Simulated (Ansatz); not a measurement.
Se: band structure with r2SCAN

The system is Se.

```
Se
1.0
     4.36620    0.00000    0.00000
    -2.18310    3.78124    0.00000
     0.00000    0.00000    4.95360
Se
3
Direct
  0.77460 0.77460 0.00000
  0.00000 0.22540 0.66667
  0.22540 0.00000 0.33333
```

```json
{"Program": "Ansatz 0.2.0", "Task": "band structure", "Functional": "r2SCAN", "Potentials or basis": "Ansatz PAW", "Cutoff": "500 eV (not typed: the program's choice for these potentials)", "k mesh": "7 × 7 × 6", "Occupations": "fermi-dirac, width 0.05 eV", "Spin": "no spin polarisation", "Path": "[[\"G\", \"M\", \"K\", \"G\", \"A\", \"L\", \"H\", \"A\"], [\"L\", \"M\"], [\"K\", \"H\"]]", "Points for each segment of the path": "14"}
```

```json
{"Pressure": "1.3 GPa", "Largest force": "0.053 eV/Å", "Band gap on the k mesh": "1.46 eV, indirect (least direct gap 1.71 eV)", "Band gap along the path": "1.27 eV, indirect (least direct gap 1.47 eV)"}
```

Forces in eV/Å, atoms in the order of the input:
```
Se  -0.027 -0.046  0.000
Se  -0.027  0.046  0.000
Se   0.053  0.000  0.000
```

Stress tensor (GPa, compression positive):
```
1.06 0.00 0.00
0.00 1.06 0.00
0.00 0.00 1.92
```

Levels at the corners of the path, in eV from the valence-band top:
```tsv
point	band 21	band 22	band 23	band 24	band 25	band 26	band 27	band 28
Γ	-3.90	-2.17	-2.17	-0.49	2.11	2.11	2.38	6.79
M	-3.59	-2.99	-1.88	-1.08	2.17	2.57	4.37	5.67
K	-2.93	-2.93	-2.80	-1.72	3.29	3.29	3.97	6.32
Γ	-3.90	-2.17	-2.17	-0.49	2.11	2.11	2.38	6.79
A	-3.55	-1.62	-1.62	-1.23	1.44	1.44	1.44	6.80
L	-4.41	-1.98	-1.45	0.00	1.86	2.93	3.19	6.68
H	-5.14	-1.08	-0.25	-0.25	1.27	2.95	2.95	7.09
A	-3.55	-1.62	-1.62	-1.23	1.44	1.44	1.44	6.80
L	-4.41	-1.98	-1.45	0.00	1.86	2.93	3.19	6.68
M	-3.59	-2.99	-1.88	-1.08	2.17	2.57	4.37	5.67
K	-2.93	-2.93	-2.80	-1.72	3.29	3.29	3.97	6.32
H	-5.14	-1.08	-0.25	-0.25	1.27	2.95	2.95	7.09
```

Run time: 19 s on 2 threads of AMD EPYC 7R13 Processor (Zen 3) (shared host), peak memory 0.65 GiB.

Caveat: the k mesh misses the band edges, so the gap on the mesh is wider than the one along the path; the PAW data sets come from PBE, with cores solved anew for the run's functional, which leaves a small shift of forces and pressure. r2SCAN opens gaps a little over a GGA but as a rule still falls short of measured ones.
